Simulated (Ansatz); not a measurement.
# MnO: the cost of one run

Method: DFT LDA without U, plane waves, PAW, in Ansatz 0.2.0.

### Step 1. The system as given

Symmetry: F-43m, No. 216, cubic system. Conventional cell: a = 4.873 Å, b = 4.873 Å, c = 4.873 Å, α = 90.00°, β = 90.00°, γ = 90.00°. Around Mn (site symmetry -43m) lie 4 O at 2.11 Å. Around O (site symmetry -43m) lie 4 Mn at 2.11 Å.

Coordinates:

```cif
data_structure
_symmetry_space_group_name_H-M 'P 1'
_symmetry_Int_Tables_number 1
_cell_length_a 3.4458
_cell_length_b 3.4458
_cell_length_c 3.4458
_cell_angle_alpha 60.000
_cell_angle_beta 60.000
_cell_angle_gamma 60.000
_cell_volume 28.93
loop_
_atom_site_label
_atom_site_type_symbol
_atom_site_fract_x
_atom_site_fract_y
_atom_site_fract_z
_atom_site_occupancy
Mn1 Mn 0.00000 0.00000 0.00000 1
O1 O 0.25000 0.25000 0.25000 1
```

An earlier series on this cell reached its lowest free state from «ferromagnetic start, free, symmetry kept, no search», perhaps among other starts.

### Step 2. No spin polarisation

input.yaml reads:

```yaml
crystal:
  lattice:
    - [0.0, 2.43651343, 2.43651343]
    - [2.43651343, 0.0, 2.43651343]
    - [2.43651343, 2.43651343, 0.0]
  atoms:
    - { symbol: Mn, position: [0.0, 0.0, 0.0] }
    - { symbol: O, position: [0.25, 0.25, 0.25] }
basis:
  ecutwfc: 420
  ecutrho_ratio: 4
kpoints:
  mp_grid: { grid: [7, 7, 7] }
hamiltonian:
  xc: lda
scf:
  occupations: { method: gaussian, width: 0.05 }
  lower_state_search: "off"
  max_iter: 150
output:
  forces: true
  stress: true
  eigenvalues: true
  populations: true
  hubbard: { sites: [{ site: 0, l: d }] }
```

On the command line:

```
$ ansatz run input.yaml --threads 2 --pin off --max-ram 3072MiB --backend cpu --events-out ev --progress --plain --runs-dir out
```

Q: Estimate wall time and peak memory on 2 threads of Arm Neoverse N1, shared host.

About 1.4 s, with a peak of 0.28 GiB.
